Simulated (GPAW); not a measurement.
HgSe:

```
Hg Se
1.0
     0.00000    3.03900    3.03900
     3.03900    0.00000    3.03900
     3.03900    3.03900    0.00000
Hg Se
1 1
Direct
  0.00000 0.00000 0.00000
  0.75000 0.75000 0.75000
```

Base run:

| Quantity | Value |
| --- | --- |
| Program | GPAW 26.7.0 |
| Functional | BLYP |
| Potentials or basis | PAW data sets generated in the run's folder for this functional |
| Cutoff | 600 eV |
| Basis | pw |
| k mesh | 8 × 8 × 8 |
| Occupations | fermi-dirac, width 0.05 eV |
| Spin | no spin polarisation |

Its results: band gap on the k mesh none (metal or under the smearing width); pressure 8.6 GPa.

**Question.** After a change of settings the same cell gave: band gap on the k mesh none (metal or under the smearing width); pressure 4.9 GPa. Which change was it?
A. functional from BLYP to PBEsol
B. functional from BLYP to PW91
C. functional from BLYP to LDA; potentials or basis from PAW data sets generated in the run's folder for this functional to the program's PAW data sets (release 1.2.1) made for this functional

**Answer.** B.

PW91 binds more tightly than BLYP, so the same cell stands under less pressure.
